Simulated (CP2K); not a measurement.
Runs of CP2K 2026.2 on SnO2 (Cassiterite). Symmetry: P4_2/mnm, No. 136, tetragonal system. The conventional cell has a = 4.738 Å, b = 4.738 Å, c = 3.187 Å, α = 90.00°, β = 90.00°, γ = 90.00°. Around Sn (site symmetry mmm) lie 6 O at 2.05 to 2.06 Å. O (site symmetry m2m) is surrounded by 3 Sn at 2.05 to 2.06 Å. 

| level | potentials or basis | smearing | EPS_DEFAULT | NGRIDS | points a segment of the path (NPOINTS) | bands added on the path | gap on the mesh (eV) | pressure (GPa) | largest force (eV/Å) |
| --- | --- | --- | --- | --- | --- | --- | --- | --- | --- |
| SCAN | POTENTIAL_UZH Sn GTH-SCAN-q4, O GTH-SCAN-q6; TZVP-MOLOPT-SCAN-GTH basis | fermi-dirac 0.0259 eV | 1.0E-10 | 5 | 10 | 6 | 1.71 | -15.0 | 0.03 |
| r2SCAN | POTENTIAL_UZH Sn GTH-SCAN-q4, O GTH-SCAN-q6; TZVP-MOLOPT-SCAN-GTH basis | fermi-dirac 0.05 eV | 1.0E-9 | 4 | 10 | 2 | 1.77 | (b) | 0.08 |
| TASK | POTENTIAL_UZH Sn GTH-SCAN-q4, O GTH-SCAN-q6; TZVP-MOLOPT-SCAN-GTH basis | fermi-dirac 0.1 eV | 1.0E-9 | 5 | 10 | 2 | 2.44 | (a) | 0.15 |
| TB-mBJ | POTENTIAL_UZH Sn GTH-PBE-q4, O GTH-PBE-q6; TZVP-MOLOPT-PBE-GTH basis | fermi-dirac 0.1 eV | 1.0E-10 | 5 | 8 | 4 | (c) | - | - |

Alike in all rows: task band structure; no spin polarisation; cell as given; k mesh 6 × 6 × 8.

**Question.** Fill in the values left out.

**Answer.** (a) -13.2; (b) -15.1; (c) 2.14.

Caveats: spin-orbit coupling is left out, which moves the levels of the heavy elements; the basis of atomic orbitals isn't converged, which shifts pressures, moduli and gaps; so large a pressure means that the cell lies far from this level's equilibrium, or that cutoff or potentials fall short (some runs); the potentials were made for another functional, which shifts forces and pressure (some runs); this is a model potential without an energy functional, so only levels have meaning (some runs).

A k mesh can miss the band edges, and the runs leave out spin-orbit coupling on Sn.
